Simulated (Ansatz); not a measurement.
System: rutile GeO₂. Method: PBE (Ansatz, an electronic-structure program, PAW).

A relaxed, unreconstructed slab of the (101) face has 36 atoms, two equal faces of 23.985 Å² each and an energy of -65152.3915 eV. A bulk cell of 12 atoms with the same orientation and in-plane k mesh has -21718.7249 eV. Energies are extrapolated to zero smearing.

Run with plane-wave cutoff 500 eV, 6×6×1 k mesh (along the axes of the cell as run), gaussian smearing 0.02 eV, scalar-relativistic PAW data made under PBE.

Worked out: γ = (E_slab − N E_bulk per atom)/2A = [-65152.3915 − 36 × (-21718.7249/12)]/(2 × 23.985) = 0.0789 eV/Å². With 16.022 J/m² per eV/Å² this is 1.26 J/m², or 1.89 eV per surface cell and face.
